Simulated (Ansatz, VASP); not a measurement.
## Ag in VASP and in Ansatz

File INCAR:

```
PREC = Accurate
ENCUT = 520
EDIFF = 1E-6
ISMEAR = -1
SIGMA = 0.05
LREAL = F
LASPH = T
NELM = 100
ALGO = Normal
ISIF = 2
LWAVE = F
LCHARG = F
GGA = RP
NBANDS = 12
```

File KPOINTS:

```
regular mesh
0
Gamma
  11 11 11
```

Contents of POSCAR:

```
Ag
1.0
    0.0000000000      2.0427500000      2.0427500000
    2.0427500000      0.0000000000      2.0427500000
    2.0427500000      2.0427500000      0.0000000000
Ag
1
Direct
    0.0000000000      0.0000000000      0.0000000000
```

input.yaml

```yaml
crystal:
  lattice:
    - [0.0, 2.04275, 2.04275]
    - [2.04275, 0.0, 2.04275]
    - [2.04275, 2.04275, 0.0]
  atoms:
    - { symbol: Ag, position: [0.0, 0.0, 0.0] }
kpoints:
  mp_grid: { grid: [11, 11, 11] }
  band_path:
    path:
      - [0.0, 0.0, 0.0]
      - [0.5, 0.0, 0.5]
      - [0.5, 0.25, 0.75]
      - [0.375, 0.375, 0.75]
      - [0.0, 0.0, 0.0]
      - [0.5, 0.5, 0.5]
      - [0.625, 0.25, 0.625]
      - [0.5, 0.25, 0.75]
    npoints: 8
scf:
  occupations: { method: fermi_dirac, width: 0.05 }
hamiltonian:
  xc: rpbe
  pseudopotentials: { kind: all_electron, lapw: { basis_error: 0.001 } }
output:
  forces: true
  stress: true
  eigenvalues: true
```

Alike in both runs: functional RPBE; k mesh 11 × 11 × 11; occupations fermi-dirac, width 0.05 eV; no spin polarisation.

|  | VASP | Ansatz |
| --- | --- | --- |
| version | VASP 6.6.1 | Ansatz 0.2.0 |
| potentials or method | VASP PAW PBE potentials, release 64 (Ag) | all-electron LAPW, scalar-relativistic |
| plane-wave cutoff (eV) | 520 | see its input |
| task | single point | band structure |

Ansatz gave:

| Item | Value |
| --- | --- |
| gap on the k mesh at the Fermi level (eV) | none |
| pressure (GPa) | 8.5 |

Task: Estimate VASP's values.

Result: gap on the k mesh at the Fermi level (eV): none; pressure (GPa): 8.4.

A gap of «none» marks a metal or a gap that the smearing closes. Ansatz ran all-electron here, so the differences hold the error of VASP's frozen core and of both bases.

Caveats: the PAW data sets were made with another functional, which shifts forces and pressure a little (VASP).
